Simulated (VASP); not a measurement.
Runs of VASP 6.6.1 on ZrSe2. Symmetry: P-3m1, No. 164, trigonal system. Conventional cell: a = 3.798 Å, b = 3.798 Å, c = 6.192 Å, α = 90.00°, β = 90.00°, γ = 120.00°. Around Zr (site symmetry -3m) lie 6 Se at 2.68 Å. Se (site symmetry 3m) is surrounded by 3 Zr at 2.68 Å. 

| level | potentials or basis | gap on the mesh (eV) |
| --- | --- | --- |
| TB-mBJ | VASP PAW PBE potentials, release 64 (Zr_sv, Se) | 0.81 |
| r2SCAN | VASP PAW PBE potentials, release 64 (Zr_sv, Se) | (a) |
| LDA | VASP PAW LDA potentials, release 64 (Zr_sv, Se) | 0.29 |
| PBEsol | VASP PAW PBE potentials, release 64 (Zr_sv, Se) | 0.32 |

Alike in all rows: task band structure; no spin polarisation; cell as given; k mesh 8 × 8 × 6; cutoff (eV) 520; smearing gaussian 0.02 eV.

Task: Fill in the values left out.

Result: (a) 0.68.

A k mesh can miss the band edges, and the runs leave out spin-orbit coupling on Se, Zr.

Runs at the PBE level aren't shown here.
